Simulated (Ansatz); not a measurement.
# Nickel, diamond under LDA: ground state and equation of state, part 2 of 3

What does LDA give for nickel in the diamond structure? We relax it, solve it on a dense k-mesh, switch on spin-orbit coupling, then scale the cell to 7 volumes from 88 to 112 % of the relaxed one and try a fit of the equation of state. The start is ferromagnetic. The k-meshes are 11×11×11 for the relaxation; 18×18×18 for the dense run; 11×11×11 for spin-orbit coupling; 12×12×12 for the volumes.

Ansatz 0.2.0; DFT, LDA (PW92), plane waves (420 eV) with PAW, scalar-relativistic. The steps go on from the part before.

### 3 The energy on a finer k-mesh

This is Ni in the diamond structure; at room conditions it is fcc.

Contents of input.yaml:

```yaml
crystal:
  lattice:
    - [0.0, 2.469906655, 2.469906655]
    - [2.469906655, 0.0, 2.469906655]
    - [2.469906655, 2.469906655, 0.0]
  atoms:
    - { symbol: Ni, position: [0.125, 0.125, 0.125], spin: 0.808 }
    - { symbol: Ni, position: [0.875, 0.875, 0.875], spin: 0.808 }
hamiltonian:
  xc: lda
  pseudopotentials:
    kind: paw
    azcp:
      Ni: "pseudopotentials/Ni.paw.azcp"
basis:
  ecutwfc: 420
  fft_grid_basis: typed
kpoints:
  mp_grid: { grid: [18, 18, 18], shift: [0, 0, 0] }
magnetization:
  spin_polarized: true
scf:
  occupations: { method: fermi_dirac, width: 0.05 }
```

Run with:

```
$ ansatz run input.yaml --threads 2 --pin off --max-ram 5120MiB --backend cpu --events-out ev --progress --plain --runs-dir out
```

Log, cut to the lines that bear on the results:

```text
Warning: <dir> the record states the generating functional pbe (its physics header spells it `PBE`), which answers neither for hamiltonian.xc's functional nor for the lda family's — results may be inconsistent (PPs are generated against a specific XC)
Warning: RAYON_NUM_THREADS=2 ignored (pool sized by the plan → 2); use --threads N
[...]
Pseudopotentials: kind: paw
Pseudopotential: Ni, paw, valence charge 18, recommended cutoff 420 eV (normal), <dir>
Functional definition: SPW92
[...]
Crystal: 2 atoms, lattice volume = 30.135 Å³
Basis set: ecut = 420 eV, 609 PW (Γ)
[...]
SCF converged after 11 iterations
Magnetization: 1.5501 μB (18.7750 up, 17.2250 down)
Absolute magnetization: 1.6824 μB (∫|ρ↑−ρ↓|, with the PAW one-centre terms)
Spin contamination: 0.0135 ħ² per cell (⟨S²⟩ above its minimum at these occupations)
Per-site moments (μB) at R_I (Å): [(0.7971073435258279, 0.8823382871350766), (0.797107343525828, 0.8823382871350766)]
Free energy (F): -11544.004145 eV
[...]
E sigma→0 (E₀):  -11543.991078 eV
Entropy (-TS):   -0.026133 eV (-13.067 meV/atom)
Fermi energy:    11.534644 eV
[...]
```

Run time: 5 s. Hardware: 2 threads of Intel Xeon 6975P-C (Granite Rapids), shared host; peak memory 0.51 GiB.

### 4 A two-component run at the same geometry

Contents of input.yaml:

```yaml
crystal:
  lattice:
    - [0.0, 2.469906655, 2.469906655]
    - [2.469906655, 0.0, 2.469906655]
    - [2.469906655, 2.469906655, 0.0]
  atoms:
    - { symbol: Ni, position: [0.125, 0.125, 0.125], spin: 0.797, spin_axis: [0, 0, 1] }
    - { symbol: Ni, position: [0.875, 0.875, 0.875], spin: 0.797, spin_axis: [0, 0, 1] }
hamiltonian:
  xc: lda
  pseudopotentials:
    kind: paw_fr
    azcp:
      Ni: "pseudopotentials/Ni.paw.azcp"
basis:
  ecutwfc: 420
  fft_grid_basis: typed
kpoints:
  mp_grid: { grid: [11, 11, 11], shift: [0, 0, 0] }
magnetization:
  noncollinear: true
  spin_orbit: true
scf:
  occupations: { method: fermi_dirac, width: 0.05 }
output:
  write_density: true
  write_potential: true
  elf: true
  volumetric_format: npy
```

Run with:

```
$ ansatz run input.yaml --threads 2 --pin off --max-ram 5120MiB --backend cpu --events-out ev --progress --plain --runs-dir out
```

Log, cut to the lines that bear on the results:

```text
Warning: <dir> the record states the generating functional pbe (its physics header spells it `PBE`), which answers neither for hamiltonian.xc's functional nor for the lda family's — results may be inconsistent (PPs are generated against a specific XC)
Warning: RAYON_NUM_THREADS=2 ignored (pool sized by the plan → 2); use --threads N
[...]
Pseudopotentials: kind: paw_fr
Pseudopotential: Ni, paw_fr, valence charge 18, recommended cutoff 420 eV (normal), <dir>
Functional definition: SPW92
[...]
Crystal: 2 atoms, lattice volume = 30.135 Å³
Basis set: ecut = 420 eV, 609 PW (Γ)
[...]
SCF converged after 13 iterations
Magnetization: |M| = 1.5782 μB,  M = (+0.0000, -0.0000, +1.5782) μB
Absolute magnetization: 1.6913 μB (∫|m|, with the PAW one-centre terms)
  site 0: m = (+0.0000, -0.0000, +0.8051) μB, |m| = 0.8051 μB  (R = 0.88 Å)
  site 1: m = (-0.0000, +0.0000, +0.8051) μB, |m| = 0.8051 μB  (R = 0.88 Å)
Free energy (F): -11544.594800 eV
[...]
E sigma→0 (E₀):  -11544.581418 eV
Entropy (-TS):   -0.026763 eV (-13.381 meV/atom)
Fermi energy:    11.531404 eV
[...]
--- Band table (eV; the first three rows and the last of 126) ---
[...]
```

Wall time 15 s (2 threads of Intel Xeon 6975P-C (Granite Rapids), shared host); peak memory 0.63 GiB.

Side by side:

|  | scalar-relativistic | with spin-orbit coupling |
| --- | --- | --- |
| k-mesh | 18×18×18 | 11×11×11 |
| gap on the mesh | none (levels filled in part) | none (levels filled in part) |
| magnetic state | ferromagnetic | ferromagnetic |

The meshes differ, so small differences between the columns need not come from spin-orbit coupling.

The maps below are laid out on this run's own conventional cell (a, b, c = 4.940, 4.940, 4.940 Å).

Density in a lattice plane of the grid's cell (edges 4.94 and 4.94 Å, at 0.125 of the third edge), which holds Ni.

Ten even steps from ' ' (0.05 e/Å³) to '@' (44.74 e/Å³):
```
                                                
                                                
                                                
                                                
                                                
                          ..::--::..            
                          ::##@@##::            
                          ::**@@##::            
                          ..::--::..            
                                                
                                                
                                                
                                                
                                                
                                                
  ..::--::..                                    
  ::##@@##::                                    
  ::**@@##::                                    
  ..::--::..                                    
                                                
```
Columns run along the first of these edges and rows up along the second, over one cell in 24 and 20 even steps from the bottom left corner. Atoms in the plane (fractional): Ni at (0.12, 0.12), Ni at (0.62, 0.62).

ELF in the same plane.

Values, 12 rows by 12 columns:
```
0.24 0.19 0.19 0.24 0.25 0.21 0.22 0.23 0.23 0.22 0.21 0.25
0.23 0.23 0.23 0.22 0.21 0.25 0.24 0.19 0.19 0.24 0.25 0.21
0.17 0.15 0.15 0.17 0.22 0.24 0.20 0.28 0.28 0.21 0.24 0.22
0.15 0.11 0.11 0.15 0.23 0.19 0.27 0.52 0.52 0.28 0.19 0.23
0.15 0.10 0.11 0.15 0.23 0.19 0.27 0.52 0.52 0.28 0.19 0.23
0.17 0.15 0.15 0.17 0.23 0.24 0.20 0.27 0.27 0.20 0.24 0.22
0.22 0.23 0.23 0.22 0.21 0.25 0.24 0.19 0.19 0.24 0.25 0.21
0.24 0.19 0.19 0.24 0.25 0.21 0.23 0.23 0.23 0.22 0.21 0.25
0.20 0.28 0.28 0.21 0.24 0.22 0.17 0.15 0.15 0.17 0.22 0.24
0.27 0.52 0.52 0.28 0.19 0.23 0.15 0.11 0.11 0.15 0.23 0.19
0.27 0.52 0.52 0.28 0.19 0.23 0.15 0.10 0.11 0.15 0.23 0.19
0.20 0.27 0.27 0.20 0.24 0.22 0.17 0.15 0.15 0.17 0.23 0.24
```
Columns run along the first of these edges and rows up along the second, over one cell in 12 and 12 even steps from the bottom left corner. Atoms in the plane (fractional): Ni at (0.12, 0.12), Ni at (0.62, 0.62).

Both are smooth fields of the valence electrons: close to the nuclei they are not physical.

### 5 At 88 % of the relaxed volume

Contents of input.yaml:

```yaml
crystal:
  lattice:
    - [0.0, 2.3668719584, 2.3668719584]
    - [2.3668719584, 0.0, 2.3668719584]
    - [2.3668719584, 2.3668719584, 0.0]
  atoms:
    - { symbol: Ni, position: [0.125, 0.125, 0.125], spin: 0.797 }
    - { symbol: Ni, position: [0.875, 0.875, 0.875], spin: 0.797 }
hamiltonian:
  xc: lda
  pseudopotentials:
    kind: paw
    azcp:
      Ni: "pseudopotentials/Ni.paw.azcp"
basis:
  ecutwfc: 420
  fft_grid_basis: typed
kpoints:
  mp_grid: { grid: [12, 12, 12], shift: [0, 0, 0] }
magnetization:
  spin_polarized: true
scf:
  occupations: { method: fermi_dirac, width: 0.05 }
  lower_state_search: "off"
output:
  stress: true
  write_density: true
  write_potential: true
  elf: true
  volumetric_format: npy
```

Run with:

```
$ ansatz run input.yaml --threads 2 --pin off --max-ram 5120MiB --backend cpu --events-out ev --progress --plain --runs-dir out
```

Log, cut to the lines that bear on the results:

```text
Warning: <dir> the record states the generating functional pbe (its physics header spells it `PBE`), which answers neither for hamiltonian.xc's functional nor for the lda family's — results may be inconsistent (PPs are generated against a specific XC)
Warning: RAYON_NUM_THREADS=2 ignored (pool sized by the plan → 2); use --threads N
[...]
Pseudopotentials: kind: paw
Pseudopotential: Ni, paw, valence charge 18, recommended cutoff 420 eV (normal), <dir>
Functional definition: SPW92
[...]
Crystal: 2 atoms, lattice volume = 26.519 Å³
Basis set: ecut = 420 eV, 531 PW (Γ)
[...]
Spin contamination: 0.0107 ħ² per cell (⟨S²⟩ above its minimum at these occupations)
Per-site moments (μB) at R_I (Å): [(0.7687204720130019, 0.8455306379352627), (0.7687204720130018, 0.8455306379352627)]
Free energy (F): -11543.794140 eV
[...]
E sigma→0 (E₀):  -11543.783579 eV
Entropy (-TS):   -0.021122 eV (-10.561 meV/atom)
Fermi energy:    13.861297 eV
[...]
--- Stress (GPa, compression-positive) ---
       20.946264      -0.000000       0.000000
       -0.000000      20.946264      -0.000000
        0.000000       0.000000      20.946264
  P = ⅓ Tr σ = 20.9463 GPa (209.463 kbar)
--- Band table (eV; the first three rows and the last of 144) ---
[... band rows left out ...]
[...]
```

Wall time 2 s (2 threads of Intel Xeon 6975P-C (Granite Rapids), shared host); peak memory 0.37 GiB.

### 6 At 92 % of the relaxed volume

input.yaml: that of step 5 with these lines changed.

```diff
@@ -2,5 +2,5 @@
   lattice:
-    - [0.0, 2.3668719584, 2.3668719584]
-    - [2.3668719584, 0.0, 2.3668719584]
-    - [2.3668719584, 2.3668719584, 0.0]
+    - [0.0, 2.4022036145, 2.4022036145]
+    - [2.4022036145, 0.0, 2.4022036145]
+    - [2.4022036145, 2.4022036145, 0.0]
   atoms:
@@ -26,5 +26 @@
   stress: true
-  write_density: true
-  write_potential: true
-  elf: true
-  volumetric_format: npy
```

Run with:

```
$ ansatz run input.yaml --threads 2 --pin off --max-ram 5120MiB --backend cpu --events-out ev --progress --plain --runs-dir out
```

Log, cut to the lines that bear on the results:

```text
Warning: <dir> the record states the generating functional pbe (its physics header spells it `PBE`), which answers neither for hamiltonian.xc's functional nor for the lda family's — results may be inconsistent (PPs are generated against a specific XC)
Warning: RAYON_NUM_THREADS=2 ignored (pool sized by the plan → 2); use --threads N
[...]
Pseudopotentials: kind: paw
Pseudopotential: Ni, paw, valence charge 18, recommended cutoff 420 eV (normal), <dir>
Functional definition: SPW92
[...]
Crystal: 2 atoms, lattice volume = 27.724 Å³
Basis set: ecut = 420 eV, 537 PW (Γ)
[...]
Magnetization: 1.5118 μB (18.7559 up, 17.2441 down)
Absolute magnetization: 1.6350 μB (∫|ρ↑−ρ↓|, with the PAW one-centre terms)
Spin contamination: 0.0116 ħ² per cell (⟨S²⟩ above its minimum at these occupations)
Per-site moments (μB) at R_I (Å): [(0.7746645339579594, 0.8581523590281676), (0.7746645339579591, 0.8581523590281676)]
Free energy (F): -11543.917937 eV
[...]
E sigma→0 (E₀):  -11543.906486 eV
Entropy (-TS):   -0.022903 eV (-11.451 meV/atom)
Fermi energy:    13.018385 eV
[...]
--- Stress (GPa, compression-positive) ---
       12.305072       0.000000       0.000000
       -0.000000      12.305072      -0.000000
        0.000000       0.000000      12.305072
  P = ⅓ Tr σ = 12.3051 GPa (123.051 kbar)
```

Wall time 1.6 s (2 threads of Intel Xeon 6975P-C (Granite Rapids), shared host); peak memory 0.37 GiB.

### 7 At 96 % of the relaxed volume

input.yaml: that of step 6 with these lines changed.

```diff
@@ -2,5 +2,5 @@
   lattice:
-    - [0.0, 2.4022036145, 2.4022036145]
-    - [2.4022036145, 0.0, 2.4022036145]
-    - [2.4022036145, 2.4022036145, 0.0]
+    - [0.0, 2.436525446, 2.436525446]
+    - [2.436525446, 0.0, 2.436525446]
+    - [2.436525446, 2.436525446, 0.0]
   atoms:
```

Run with:

```
$ ansatz run input.yaml --threads 2 --pin off --max-ram 5120MiB --backend cpu --events-out ev --progress --plain --runs-dir out
```

Log, cut to the lines that bear on the results:

```text
Warning: <dir> the record states the generating functional pbe (its physics header spells it `PBE`), which answers neither for hamiltonian.xc's functional nor for the lda family's — results may be inconsistent (PPs are generated against a specific XC)
Warning: RAYON_NUM_THREADS=2 ignored (pool sized by the plan → 2); use --threads N
[...]
Pseudopotentials: kind: paw
Pseudopotential: Ni, paw, valence charge 18, recommended cutoff 420 eV (normal), <dir>
Functional definition: SPW92
[...]
Crystal: 2 atoms, lattice volume = 28.930 Å³
Basis set: ecut = 420 eV, 537 PW (Γ)
[...]
Magnetization: 1.5197 μB (18.7598 up, 17.2402 down)
Absolute magnetization: 1.6510 μB (∫|ρ↑−ρ↓|, with the PAW one-centre terms)
Spin contamination: 0.0126 ħ² per cell (⟨S²⟩ above its minimum at these occupations)
Per-site moments (μB) at R_I (Å): [(0.7814577666336048, 0.8704133349463239), (0.7814577666336051, 0.8704133349463239)]
Free energy (F): -11543.983763 eV
[...]
E sigma→0 (E₀):  -11543.971440 eV
Entropy (-TS):   -0.024646 eV (-12.323 meV/atom)
Fermi energy:    12.247514 eV
[...]
--- Stress (GPa, compression-positive) ---
        5.458471       0.000000      -0.000000
        0.000000       5.458471      -0.000000
        0.000000      -0.000000       5.458471
  P = ⅓ Tr σ = 5.4585 GPa (54.585 kbar)
```

Wall time 1.6 s (2 threads of Intel Xeon 6975P-C (Granite Rapids), shared host); peak memory 0.37 GiB.

### 8 At 100 % of the relaxed volume

input.yaml: that of step 7 with these lines changed.

```diff
@@ -2,5 +2,5 @@
   lattice:
-    - [0.0, 2.436525446, 2.436525446]
-    - [2.436525446, 0.0, 2.436525446]
-    - [2.436525446, 2.436525446, 0.0]
+    - [0.0, 2.469906655, 2.469906655]
+    - [2.469906655, 0.0, 2.469906655]
+    - [2.469906655, 2.469906655, 0.0]
   atoms:
```

Run with:

```
$ ansatz run input.yaml --threads 2 --pin off --max-ram 5120MiB --backend cpu --events-out ev --progress --plain --runs-dir out
```

Log, cut to the lines that bear on the results:

```text
Warning: <dir> the record states the generating functional pbe (its physics header spells it `PBE`), which answers neither for hamiltonian.xc's functional nor for the lda family's — results may be inconsistent (PPs are generated against a specific XC)
Warning: RAYON_NUM_THREADS=2 ignored (pool sized by the plan → 2); use --threads N
[...]
Pseudopotentials: kind: paw
Pseudopotential: Ni, paw, valence charge 18, recommended cutoff 420 eV (normal), <dir>
Functional definition: SPW92
[...]
Crystal: 2 atoms, lattice volume = 30.135 Å³
Basis set: ecut = 420 eV, 609 PW (Γ)
[...]
Magnetization: 1.5292 μB (18.7646 up, 17.2354 down)
Absolute magnetization: 1.6677 μB (∫|ρ↑−ρ↓|, with the PAW one-centre terms)
Spin contamination: 0.0136 ħ² per cell (⟨S²⟩ above its minimum at these occupations)
Per-site moments (μB) at R_I (Å): [(0.7887255600166859, 0.8823382871350766), (0.7887255600166858, 0.8823382871350766)]
Free energy (F): -11544.003582 eV
[...]
E sigma→0 (E₀):  -11543.990436 eV
Entropy (-TS):   -0.026292 eV (-13.146 meV/atom)
Fermi energy:    11.540043 eV
[...]
--- Stress (GPa, compression-positive) ---
        0.025295       0.000000       0.000000
        0.000000       0.025295       0.000000
       -0.000000      -0.000000       0.025295
  P = ⅓ Tr σ = 0.0253 GPa (0.253 kbar)
```

It took 1.9 s on 2 threads of Intel Xeon 6975P-C (Granite Rapids), shared host; peak memory 0.38 GiB.

### 9 At 104 % of the relaxed volume

input.yaml: that of step 8 with these lines changed.

```diff
@@ -2,5 +2,5 @@
   lattice:
-    - [0.0, 2.469906655, 2.469906655]
-    - [2.469906655, 0.0, 2.469906655]
-    - [2.469906655, 2.469906655, 0.0]
+    - [0.0, 2.5024091541, 2.5024091541]
+    - [2.5024091541, 0.0, 2.5024091541]
+    - [2.5024091541, 2.5024091541, 0.0]
   atoms:
@@ -26 +26,5 @@
   stress: true
+  write_density: true
+  write_potential: true
+  elf: true
+  volumetric_format: npy
```

Run with:

```
$ ansatz run input.yaml --threads 2 --pin off --max-ram 5120MiB --backend cpu --events-out ev --progress --plain --runs-dir out
```

Log, cut to the lines that bear on the results:

```text
Warning: <dir> the record states the generating functional pbe (its physics header spells it `PBE`), which answers neither for hamiltonian.xc's functional nor for the lda family's — results may be inconsistent (PPs are generated against a specific XC)
Warning: RAYON_NUM_THREADS=2 ignored (pool sized by the plan → 2); use --threads N
[...]
Pseudopotentials: kind: paw
Pseudopotential: Ni, paw, valence charge 18, recommended cutoff 420 eV (normal), <dir>
Functional definition: SPW92
[...]
Crystal: 2 atoms, lattice volume = 31.340 Å³
Basis set: ecut = 420 eV, 609 PW (Γ)
[...]
Spin contamination: 0.0147 ħ² per cell (⟨S²⟩ above its minimum at these occupations)
Per-site moments (μB) at R_I (Å): [(0.7959506744859371, 0.8939493329717478), (0.7959506744859374, 0.8939493329717478)]
Free energy (F): -11543.986892 eV
[...]
E sigma→0 (E₀):  -11543.972964 eV
Entropy (-TS):   -0.027856 eV (-13.928 meV/atom)
Fermi energy:    10.888511 eV
[...]
--- Stress (GPa, compression-positive) ---
       -4.291482       0.000000       0.000000
        0.000000      -4.291482       0.000000
       -0.000000       0.000000      -4.291482
  P = ⅓ Tr σ = -4.2915 GPa (-42.915 kbar)
--- Band table (eV; the first three rows and the last of 144) ---
[... band rows left out ...]
[...]
```

Run time: 2.3 s. Hardware: 2 threads of Intel Xeon 6975P-C (Granite Rapids), shared host; peak memory 0.36 GiB.

### 10 At 108 % of the relaxed volume

input.yaml: that of step 9 with these lines changed.

```diff
@@ -2,5 +2,5 @@
   lattice:
-    - [0.0, 2.5024091541, 2.5024091541]
-    - [2.5024091541, 0.0, 2.5024091541]
-    - [2.5024091541, 2.5024091541, 0.0]
+    - [0.0, 2.5340885824, 2.5340885824]
+    - [2.5340885824, 0.0, 2.5340885824]
+    - [2.5340885824, 2.5340885824, 0.0]
   atoms:
@@ -26,5 +26 @@
   stress: true
-  write_density: true
-  write_potential: true
-  elf: true
-  volumetric_format: npy
```

Run with:

```
$ ansatz run input.yaml --threads 2 --pin off --max-ram 5120MiB --backend cpu --events-out ev --progress --plain --runs-dir out
```

Log, cut to the lines that bear on the results:

```text
Warning: <dir> the record states the generating functional pbe (its physics header spells it `PBE`), which answers neither for hamiltonian.xc's functional nor for the lda family's — results may be inconsistent (PPs are generated against a specific XC)
Warning: RAYON_NUM_THREADS=2 ignored (pool sized by the plan → 2); use --threads N
[...]
Pseudopotentials: kind: paw
Pseudopotential: Ni, paw, valence charge 18, recommended cutoff 420 eV (normal), <dir>
Functional definition: SPW92
[...]
Crystal: 2 atoms, lattice volume = 32.546 Å³
Basis set: ecut = 420 eV, 609 PW (Γ)
[...]
Magnetization: 1.5492 μB (18.7746 up, 17.2254 down)
Absolute magnetization: 1.6996 μB (∫|ρ↑−ρ↓|, with the PAW one-centre terms)
Spin contamination: 0.0157 ħ² per cell (⟨S²⟩ above its minimum at these occupations)
Per-site moments (μB) at R_I (Å): [(0.8028410203637185, 0.9052663487168793), (0.8028410203637182, 0.9052663487168793)]
Free energy (F): -11543.941209 eV
[...]
E sigma→0 (E₀):  -11543.926517 eV
Entropy (-TS):   -0.029384 eV (-14.692 meV/atom)
Fermi energy:    10.286741 eV
[...]
--- Stress (GPa, compression-positive) ---
       -7.717021       0.000000       0.000000
       -0.000000      -7.717021      -0.000000
       -0.000000       0.000000      -7.717021
  P = ⅓ Tr σ = -7.7170 GPa (-77.170 kbar)
```

Run time: 1.7 s. Hardware: 2 threads of Intel Xeon 6975P-C (Granite Rapids), shared host; peak memory 0.39 GiB.

### 11 At 112 % of the relaxed volume

input.yaml: that of step 10 with these lines changed.

```diff
@@ -2,5 +2,5 @@
   lattice:
-    - [0.0, 2.5340885824, 2.5340885824]
-    - [2.5340885824, 0.0, 2.5340885824]
-    - [2.5340885824, 2.5340885824, 0.0]
+    - [0.0, 2.5649951477, 2.5649951477]
+    - [2.5649951477, 0.0, 2.5649951477]
+    - [2.5649951477, 2.5649951477, 0.0]
   atoms:
@@ -26 +26,5 @@
   stress: true
+  write_density: true
+  write_potential: true
+  elf: true
+  volumetric_format: npy
```

Run with:

```
$ ansatz run input.yaml --threads 2 --pin off --max-ram 5120MiB --backend cpu --events-out ev --progress --plain --runs-dir out
```

Log, cut to the lines that bear on the results:

```text
Warning: <dir> the record states the generating functional pbe (its physics header spells it `PBE`), which answers neither for hamiltonian.xc's functional nor for the lda family's — results may be inconsistent (PPs are generated against a specific XC)
Warning: RAYON_NUM_THREADS=2 ignored (pool sized by the plan → 2); use --threads N
[...]
Pseudopotentials: kind: paw
Pseudopotential: Ni, paw, valence charge 18, recommended cutoff 420 eV (normal), <dir>
Functional definition: SPW92
[...]
Crystal: 2 atoms, lattice volume = 33.751 Å³
Basis set: ecut = 420 eV, 645 PW (Γ)
[...]
Spin contamination: 0.0167 ħ² per cell (⟨S²⟩ above its minimum at these occupations)
Per-site moments (μB) at R_I (Å): [(0.8093858042572822, 0.9163072703779573), (0.8093858042572818, 0.9163072703779573)]
Free energy (F): -11543.872539 eV
[...]
E sigma→0 (E₀):  -11543.857079 eV
Entropy (-TS):   -0.030921 eV (-15.460 meV/atom)
Fermi energy:    9.729352 eV
[...]
--- Stress (GPa, compression-positive) ---
      -10.426263       0.000000       0.000000
        0.000000     -10.426263       0.000000
        0.000000       0.000000     -10.426263
  P = ⅓ Tr σ = -10.4263 GPa (-104.263 kbar)
--- Band table (eV; the first three rows and the last of 144) ---
[... band rows left out ...]
[...]
```

Wall time 2.4 s (2 threads of Intel Xeon 6975P-C (Granite Rapids), shared host); peak memory 0.4 GiB.

[end of part 2 of 3]
